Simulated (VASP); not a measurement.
# BeTe: kernels and solvers of the Casida equation on one ground state

BeTe, F-43m (no. 216), 2 atoms in the cell. HSE06, TDDFT by the Casida equation; PAW potentials Te_GW, Be_GW (PBE set).

## Input

INCAR.step1:
```
EDIFF = 1E-5
ENCUT = 250
ISMEAR = 0
KPAR = 4
LASPH = T
LCHARG = F
LWAVE = T
NBANDS = 16
PREC = Accurate
SIGMA = 0.02
```

INCAR.step2:
```
ALGO = Normal
CSHIFT = 0.1
EDIFF = 1E-7
ENCUT = 250
GGA = PE
HFSCREEN = 0.2
ISMEAR = 0
ISTART = 1
KPAR = 4
LASPH = T
LCHARG = F
LHFCALC = T
LOPTICS = T
LWAVE = T
NBANDS = 16
NEDOS = 2000
PREC = Accurate
PRECFOCK = Fast
SIGMA = 0.02
```

INCAR.step3:
```
ALGO = TDHF
ANTIRES = 0
CSHIFT = 0.15
EDIFF = 1E-7
ENCUT = 250
ENCUTGW = 150
GGA = PE
HFSCREEN = 0.2
IBSE = 2
ISMEAR = 0
ISTART = 1
KPAR = 4
LADDER = T
LASPH = T
LCHARG = F
LFXC = T
LHARTREE = T
LHFCALC = T
LWAVE = F
NBANDS = 16
NBANDSO = 4
NBANDSV = 4
NBSEEIG = 4
NOMEGA = 1000
OMEGAMAX = 25
PREC = Accurate
PRECFOCK = Fast
SIGMA = 0.02
```

INCAR.step4, as INCAR.step3 but for:
```
- ANTIRES = 0
+ ANTIRES = 1
```

INCAR.step5 changes the same tag again: ANTIRES = 2.

INCAR.step6, as INCAR.step5 but for:
```
- ANTIRES = 2
- LADDER = T
- LFXC = T
- LHARTREE = T
+ ANTIRES = 0
+ LADDER = F
+ LFXC = F
+ LHARTREE = F
```

INCAR.step7, as INCAR.step6 but for:
```
- ANTIRES = 0
- LHARTREE = F
+ ANTIRES = 2
+ LHARTREE = T
```

INCAR.step8, as INCAR.step7 but for:
```
- ANTIRES = 2
- IBSE = 2
- LADDER = F
- LFXC = F
+ ANTIRES = 0
+ BSEPREC = High
+ IBSE = 3
+ LADDER = T
+ LFXC = T
```

INCAR.step9, as INCAR.step8 but for:
```
- BSEPREC = High
- IBSE = 3
+ IBSE = 1
```

INCAR.step10, as INCAR.step9 but for:
```
- IBSE = 1
+ IBSE = 0
```

INCAR.step11, as INCAR.step10 but for:
```
- IBSE = 0
+ IBSE = 2
+ LTRIPLET = T
```

INCAR.step12, as INCAR.step11 but for:
```
- LHARTREE = T
- LTRIPLET = T
+ LHARTREE = F
```

INCAR.step13, as INCAR.step12 but for:
```
- LFXC = T
- LHARTREE = F
+ LFXC = F
+ LHARTREE = T
```

INCAR.step14, as INCAR.step13 but for:
```
- IBSE = 2
- KPAR = 4
- LFXC = F
+ IBSE = 0
+ LFXC = T
```

KPOINTS:
```
k-points
0
Gamma
  6 6 6
```

POSCAR:
```
BeTe
1.0
    0.0000000000      2.7700000000      2.7700000000
    2.7700000000      0.0000000000      2.7700000000
    2.7700000000      2.7700000000      0.0000000000
Te Be
1 1
Direct
    0.7500000000      0.7500000000      0.7500000000
    0.0000000000      0.0000000000      0.0000000000
```

Commands (each step's output is kept before the next begins):
```
cat potpaw_PBE.64/Te_GW/POTCAR potpaw_PBE.64/Be_GW/POTCAR > POTCAR
cp INCAR.step1 INCAR
mpirun -np 4 vasp_std > vasp.out
cp INCAR.step2 INCAR
mpirun -np 4 vasp_std > vasp.out
cp INCAR.step3 INCAR
mpirun -np 4 vasp_std > vasp.out
cp INCAR.step4 INCAR
mpirun -np 4 vasp_std > vasp.out
cp INCAR.step5 INCAR
mpirun -np 4 vasp_std > vasp.out
cp INCAR.step6 INCAR
mpirun -np 4 vasp_std > vasp.out
cp INCAR.step7 INCAR
mpirun -np 4 vasp_std > vasp.out
cp INCAR.step8 INCAR
mpirun -np 4 vasp_std > vasp.out
cp INCAR.step9 INCAR
mpirun -np 4 vasp_std > vasp.out
cp INCAR.step10 INCAR
mpirun -np 4 vasp_std > vasp.out
cp INCAR.step11 INCAR
mpirun -np 4 vasp_std > vasp.out
cp INCAR.step12 INCAR
mpirun -np 4 vasp_std > vasp.out
cp INCAR.step13 INCAR
mpirun -np 4 vasp_std > vasp.out
cp INCAR.step14 INCAR
mpirun -np 1 vasp_std > vasp.out
```

## Result

- Direct gap on the mesh (eV): 4.44
- Gap on the mesh (eV): 2.53
- Bands: 16

One ground state, settings moved in the last step alone:

| Settings | ε at zero frequency | First excitation (eV) | First bright (eV) | Time (s) |
|---|---|---|---|---|
| LOPTICS | 6.93 | – | – | 49 |
| full kernel, Tamm-Dancoff | 7.16 | 4.399 | 4.404 | 25 |
| full kernel, ANTIRES 1 | 7.01 | 4.399 | 4.408 | 35 |
| full kernel, ANTIRES 2 | 7.01 | 4.399 | 4.404 | 73 |
| independent particles | 6.71 | 4.436 | 4.436 | 16 |
| RPA: Hartree term alone, ANTIRES 2 | 6.01 | 4.438 | 4.440 | 53 |
| Lanczos (IBSE 3) | 7.16 | – | – | 17 |
| time evolution (IBSE 1) | 7.14 | – | – | 52 |
| KPAR with the old driver (IBSE 0) | – | – | – | no result |
| triplet | – | 4.396 | – | 22 |
| ladder without the Hartree term | 7.47 | 4.396 | 4.396 | 18 |
| without the local kernel | 6.97 | 4.402 | 4.408 | 26 |
| old driver (IBSE 0) on one core | 7.16 | 4.399 | 4.404 | 77 |

Make-up of the lowest excitation, one of several of nearly equal energy, so its shares depend on the choice among them:

| k point | From band | To band | Share |
|---|---|---|---|
| 0.000 0.000 0.000 | 2 | 5 | 0.25 |
| 0.000 0.000 0.000 | 4 | 7 | 0.24 |
| 0.000 0.000 0.000 | 3 | 7 | 0.20 |
| 0.000 0.000 0.000 | 2 | 6 | 0.16 |
| 0.000 0.000 0.000 | 4 | 6 | 0.07 |
| 0.000 0.000 0.000 | 3 | 5 | 0.05 |

Limits: The 6×6×6 mesh is coarse for a spectrum: peaks stand apart that a denser mesh merges; spin-orbit coupling is left out, which can matter with atoms this heavy; the pairs hold 4 valence and 4 conduction bands, and what lies beyond is missing from ε.

VASP 6.6.1 took 472 s on 4 cores (Intel Xeon 6975P-C (Granite Rapids)), a shared host.
